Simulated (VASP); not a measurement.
# SiC (F-43m) in VASP: a series of runs

One crystal, SiC, is run at these levels: PBEsol, HSE06; tasks: band structure.

Program: VASP 6.6.1. These are calculated values, not measurements. Logs are shortened: lines on timing, memory, paths and dates and some standing lists are left out, and cuts for length are marked.

**What was measured.**

From “Insight into the structural, elastic and electronic properties of a new orthorhombic 6O-SiC polytype”, 2020, pmc:7200658, for a bulk crystal of SiC: band gap 2.4 eV (indirect).

The results are compared with them further down.

## (1) Starting point

It takes space group F-43m (No. 216, cubic). Conventional cell: a = 4.358 Å, b = 4.358 Å, c = 4.358 Å, α = 90.00°, β = 90.00°, γ = 90.00°. Si (site symmetry -43m) has 4 C at 1.89 Å as nearest neighbours. Around C (site symmetry -43m) lie 4 Si at 1.89 Å.

## (2) Band structure, PBEsol

The input, INCAR:

```
PREC = Accurate
ENCUT = 520
EDIFF = 1E-6
ISMEAR = 0
SIGMA = 0.03
LREAL = False
LASPH = True
NELM = 80
ALGO = Normal
ISIF = 2
LWAVE = False
LCHARG = False
GGA = PS
NBANDS = 11
KPAR = 2
```

The input, KPOINTS:

```
regular mesh
0
Gamma
  6 6 6
```

The input, POSCAR:

```
SiC                                     
1.0
    0.0000000000      2.1790000000      2.1790000000
    2.1790000000      0.0000000000      2.1790000000
    2.1790000000      2.1790000000      0.0000000000
  Si              C             
     1     1
Direct
     0.0000000000000000    0.0000000000000000    0.0000000000000000
     0.2500000000000000    0.2500000000000000    0.2500000000000000
```

The input, KPOINTS_OPT:

```
explicit points
9
Reciprocal
 0.0000000000  0.0000000000  0.0000000000 1
 0.3750000000  0.3750000000  0.7500000000 1
 0.5000000000  0.5000000000  0.5000000000 1
 0.6250000000  0.2500000000  0.6250000000 1
 0.5000000000  0.2500000000  0.7500000000 1
 0.5000000000  0.0000000000  0.5000000000 1
 0.4000000000  0.0000000000  0.4000000000 1
 0.4250000000  0.0000000000  0.4250000000 1
 0.4500000000  0.0000000000  0.4500000000 1
```

Potentials or basis: VASP PAW PBE potentials, release 64 (Si, C).

Command:

```
$ cat potpaw_PBE.64/Si/POTCAR potpaw_PBE.64/C/POTCAR > POTCAR
$ mpirun -np 2 vasp_std > vasp.out
```

OUTCAR:

```text
PREC = Accurate
   ENCUT = 520
   EDIFF = 1E-6
   ISMEAR = 0
   LREAL = False
   LASPH = True
   NELM = 80
   ISIF = 2
   GGA = PS

 ion  position               nearest neighbor table
   1  0.000  0.000  0.000-   2 1.89   2 1.89   2 1.89   2 1.89
   2  0.250  0.250  0.250-   1 1.89   1 1.89   1 1.89   1 1.89

  LATTYP: Found a face centered cubic cell.
 ALAT       =     4.3580000000

  Lattice vectors:

 A1 = (   0.0000000000,   2.1790000000,   2.1790000000)
 A2 = (   2.1790000000,   0.0000000000,   2.1790000000)
 A3 = (   2.1790000000,   2.1790000000,   0.0000000000)

Analysis of symmetry for initial positions (statically):
=====================================================================
 Subroutine PRICEL returns:
 Original cell was already a primitive cell.

 Routine SETGRP: Setting up the symmetry group for a
 face centered cubic supercell.

 Subroutine GETGRP returns: Found 24 space group operations
 (whereof 24 operations were pure point group operations)
 out of a pool of 48 trial point group operations.

The static configuration has the point symmetry T_d .

Analysis of symmetry for dynamics (positions and initial velocities):
=====================================================================
 Subroutine PRICEL returns:
 Original cell was already a primitive cell.

 Routine SETGRP: Setting up the symmetry group for a
 face centered cubic supercell.

 Subroutine GETGRP returns: Found 24 space group operations
 (whereof 24 operations were pure point group operations)
 out of a pool of 48 trial point group operations.

The dynamic configuration has the point symmetry T_d .

 Subroutine INISYM returns: Found 24 space group operations
 (whereof 24 operations are pure point group operations),
 and found     1 'primitive' translations

----------------------------------------------------------------------------------------

                                     Primitive cell

  volume of cell :      20.6920

  direct lattice vectors                    reciprocal lattice vectors
     0.000000000  2.179000000  2.179000000    -0.229463056  0.229463056  0.229463056
     2.179000000  0.000000000  2.179000000     0.229463056 -0.229463056  0.229463056
     2.179000000  2.179000000  0.000000000     0.229463056  0.229463056 -0.229463056

  length of vectors
     3.081571352  3.081571352  3.081571352     0.397441672  0.397441672  0.397441672

[... 78 lines left out ...]
   ISYM   =      2    0-nonsym 1-usesym 2-fastsym
   POTIM  = 0.5000    time-step for ionic-motion
   TEBEG  =    0.0;   TEEND  =   0.0 temperature during run
   PSTRESS=    0.0 pullay stress
   NELECT =       8.0000    total number of electrons
   NUPDOWN=      -1.0000    fix difference up-down
   EMIN   =  10.00;   EMAX   =-10.00  energy-range for DOS
   EFERMI =   0.00;   METHOD = LEGACY
   ISMEAR =     0;   SIGMA  =   0.03  broadening in eV -4-tet -1-fermi 0-gaus
   EFERMI_NEDOS =   21; number of points for ismear=-14 and -15
   IALGO  =     38    algorithm
   IMIX   =      4    mixing-type and parameters
     AMIX     =   0.40;   BMIX     =  1.00
     AMIX_MAG =   1.60;   BMIX_MAG =  1.00
  volume/ion in A,a.u.               =      10.35        69.82
  Fermi-wavevector in a.u.,A,eV,Ry     =   1.192626  2.253736 19.352338  1.422357
  Thomas-Fermi vector in A             =   2.328660
   LORBIT       =      0    0 simple, 1 ext, 2 COOP (PROOUT), +10 PAW based schemes
   GGA     = PS    functional components
   LHFCALC =     F    Hartree Fock is set to
   AEXX    =    0.0000 exact exchange contribution
   IVDW    =     0    specifies the selected vdW correction
   LEPSILON=     F    determine dielectric tensor
   LRPA    =     F    only Hartree local field effects (RPA)
 non-spin polarized calculation
 Gauss-broadening in eV      SIGMA  =   0.03
  energy-cutoff  :      520.00
  volume of cell :       20.69
 maximum number of plane-waves:       568
   NGX = 11   NGY = 11   NGZ = 11

 number of electron       8.0000001 magnetization

 Free energy of the ion-electron system (eV)
  ---------------------------------------------------
  ext. energy  EPLUGINS =         0.00000000
  ---------------------------------------------------
  free energy    TOTEN  =       -15.90367018 eV

  energy without entropy =      -15.90367018  energy(sigma->0) =      -15.90367018

 E-fermi :   8.1954     XC(G=0): -11.5032

 val. band max:        8.0645278671   @ k =   0.0000   0.0000   0.0000
 cond. band min:       9.2911442444   @ k =   0.5000   0.5000   0.0000
 fundamental gap:      1.2266163773
 Fermi energy:         8.1954257808

 k-point     1 :       0.0000    0.0000    0.0000
  band No.  band energies     occupation
      1      -7.3634      2.00000
      2       8.0645      2.00000
      3       8.0645      2.00000
      4       8.0645      2.00000
      5      14.2497      0.00000
      6      15.3000      0.00000
      7      15.3000      0.00000
      8      15.3000      0.00000
      9      22.5140      0.00000
     10      22.5140      0.00000
     11      24.3203      0.00000
[... 197 lines left out ...]
 k-point    16 :      -0.3333    0.5000    0.1667
  band No.  band energies     occupation
      1      -2.1172      2.00000
      2       0.7463      2.00000
      3       3.5035      2.00000
      4       3.6234      2.00000
      5      11.9559      0.00000
      6      15.0534      0.00000
      7      18.8155      0.00000
      8      20.1837      0.00000
      9      22.1653      0.00000
     10      25.6781      0.00000
     11      29.1749      0.00000

------------------------ aborting loop because EDIFF is reached ----------------------------------------

  FORCE on cell =-STRESS in cart. coord.  units (eV):
  Direction    XX          YY          ZZ          XY          YZ          ZX
  --------------------------------------------------------------------------------------
  -------------------------------------------------------------------------------------
  Total        0.0277566      0.0277566      0.0277566      0.0000000     -0.0000000     -0.0000000
  in kB        2.1491914      2.1491914      2.1491914      0.0000000     -0.0000000     -0.0000000
  external PRESSURE =       2.1491914 kB  Pullay stress =       0.0000000 kB

 VOLUME and BASIS-vectors are now :
 -----------------------------------------------------------------------------
  energy-cutoff  :      520.00
  volume of cell :       20.69
      direct lattice vectors                 reciprocal lattice vectors
     0.000000000  2.179000000  2.179000000    -0.229463056  0.229463056  0.229463056
     2.179000000  0.000000000  2.179000000     0.229463056 -0.229463056  0.229463056
     2.179000000  2.179000000  0.000000000     0.229463056  0.229463056 -0.229463056

 POSITION                                       TOTAL-FORCE (eV/Angst)
 -----------------------------------------------------------------------------------
      0.00000      0.00000      0.00000        -0.000000     -0.000000      0.000000
      1.08950      1.08950      1.08950         0.000000      0.000000     -0.000000
 -----------------------------------------------------------------------------------
    total drift:                                0.000000      0.000000      0.000000

  FREE ENERGIE OF THE ION-ELECTRON SYSTEM (eV)
  ---------------------------------------------------
  free  energy   TOTEN  =       -15.9036701782 eV

  energy  without entropy=      -15.9036701782  energy(sigma->0) =      -15.90367018
```

Run time: 3.5 s. Hardware: 2 MPI ranks of Intel Xeon Platinum 8259CL at 2.50GHz (Skylake/Cascade Lake), shared host; peak memory 0.12 GiB.

Results:

| Item | Value |
| --- | --- |
| Free energy | -15.9037 eV |
| Pressure | 0.2 GPa |
| Band gap on the k mesh | 1.23 eV, indirect (least direct gap 4.44 eV) |
| Band gap along the path | 1.23 eV, indirect (least direct gap 4.44 eV) |

Caveat: the PAW data sets were made with another functional, which shifts forces and pressure a little.

## (3) Band structure, HSE06

POSCAR is that of step 2.

The input, INCAR.step1:

```
PREC = Accurate
ENCUT = 520
EDIFF = 1E-5
ISMEAR = 0
SIGMA = 0.03
LREAL = False
LASPH = True
NELM = 80
ALGO = Normal
ISIF = 2
LWAVE = True
LCHARG = False
NBANDS = 11
KPAR = 2
GGA = PE
```

The input, INCAR.step2:

```
PREC = Accurate
ENCUT = 520
EDIFF = 1E-6
ISMEAR = 0
SIGMA = 0.03
LREAL = False
LASPH = True
NELM = 80
ALGO = Normal
ISIF = 2
LWAVE = False
LCHARG = False
GGA = PE
LHFCALC = True
HFSCREEN = 0.2
PRECFOCK = Fast
NBANDS = 11
KPAR = 2
ISTART = 1
```

KPOINTS is that of step 2.

KPOINTS_OPT is that of step 2.

Potentials or basis: VASP PAW PBE potentials, release 64 (Si, C).

Command:

```
$ cat potpaw_PBE.64/Si/POTCAR potpaw_PBE.64/C/POTCAR > POTCAR
$ cp INCAR.step1 INCAR
$ mpirun -np 2 vasp_std > vasp.out
$ cp INCAR.step2 INCAR
$ mpirun -np 2 vasp_std > vasp.out
```

It took 1.8 min on 2 MPI ranks of Intel Xeon Platinum 8259CL at 2.50GHz (Skylake/Cascade Lake), shared host; peak memory 0.24 GiB.

It converged, with:

```
Free energy             : -17.4528 eV
Pressure                : -1.8 GPa
Band gap on the k mesh  : 2.25 eV, indirect (least direct gap 5.75 eV)
Band gap along the path : 2.25 eV, indirect (least direct gap 5.75 eV)
```

Levels at points of the mesh, in eV from the valence-band top:
```csv
k point,band 2,band 3,band 4,band 5,band 6,band 7
"(0.00, 0.00, 0.00)",0.00,0.00,0.00,7.56,8.61,8.61
"(0.50, 0.00, 0.00)",-9.36,-1.16,-1.16,6.66,8.50,8.50
"(0.50, 0.50, 0.00)",-8.54,-3.50,-3.50,2.25,5.39,15.96
```

Caveat: the PAW data sets were made with another functional, which shifts forces and pressure a little.

## (4) Against experiment

Step 2. Against the measured gap of SiC, 2.4 eV (indirect; quoted in “Insight into the structural, elastic and electronic properties of a new orthorhombic 6O-SiC polytype”, 2020, pmc:7200658), the calculated 1.23 eV is off by -1.17 eV. The value is that of PBEsol, without temperature or zero-point motion. Semilocal functionals fall short of measured gaps as a rule.

Step 3. Measured gap of SiC: 2.4 eV (indirect; quoted in “Insight into the structural, elastic and electronic properties of a new orthorhombic 6O-SiC polytype”, 2020, pmc:7200658). This calculation gives 2.25 eV (-0.15 eV). The value is that of HSE06, without temperature or zero-point motion.
